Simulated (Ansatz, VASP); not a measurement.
**InP: VASP beside Ansatz**

```
CELL_PARAMETERS angstrom
0.00000 2.93050 2.93050
2.93050 0.00000 2.93050
2.93050 2.93050 0.00000
ATOMIC_POSITIONS crystal
In 0.00000 0.00000 0.00000
P 0.75000 0.75000 0.75000
```

Alike in both runs: task relaxation of cell and atoms; functional PBE; k mesh 8 × 8 × 8; occupations fermi-dirac, width 0.05 eV; no spin polarisation.

|  | VASP | Ansatz |
| --- | --- | --- |
| version | VASP 6.6.1 | Ansatz 0.2.0 |
| potentials or method | VASP PAW PBE potentials, release 64 (In_d_GW, P_GW) | Ansatz PAW |
| plane-wave cutoff (eV) | 630 | 420 |
| valence electrons in the cell | 18 | 18 |

```tsv
	VASP	Ansatz	Ansatz less VASP
gap on the k mesh at the Fermi level, each at its own relaxed structure (eV)	0.46	0.44	-0.015
relaxed volume (Å³/atom)	26.37	26.47	+0.100
relaxed cell length with the largest relative difference (Å)	4.209	4.214	+0.0053
energy change over the relaxation (meV/atom)	-12	-13	-0.7
```

Caveats: spin-orbit coupling is left out, which moves the levels of the heavy elements; the plane-wave basis is chosen anew once the cell has moved, so the energies of steps on either side of that aren't comparable (Ansatz). PBE usually gives volumes a little too large and moduli too small. Zero-point motion and thermal expansion aren't in these numbers.
